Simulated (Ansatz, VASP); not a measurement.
One calculation of CdS, two programs

```
Cd S
1.0
     0.00000    2.94295    3.00181
     2.94295    0.00000    3.00181
     2.94295    2.94295    0.00000
Cd S
1 1
Direct
  0.00000 0.00000 0.00000
  0.75000 0.75000 0.75000
```

Change from the starting cell: zz strain of +2 %.

Alike in both runs: task single point; functional PBE; k mesh 7 × 7 × 7; occupations fermi-dirac, width 0.02 eV; no spin polarisation.

|  | VASP | Ansatz |
| --- | --- | --- |
| version | VASP 6.6.1 | Ansatz 0.2.0 |
| potentials or method | VASP PAW PBE potentials, release 64 (Cd, S), cutoff 520 eV | all-electron LAPW, scalar-relativistic |

Ansatz gave:

| Item | Value |
| --- | --- |
| gap on the k mesh at the Fermi level (eV) | 1.02 |
| pressure (GPa) | 0.1 |
| largest component of the traceless stress (GPa) | 0.27 |

Problem. Which values does VASP return?

Solution. gap on the k mesh at the Fermi level (eV): 1.02; pressure (GPa): 0.3; largest component of the traceless stress (GPa): 0.27.

Ansatz ran all-electron here, so the differences hold the error of VASP's frozen core and of both bases.
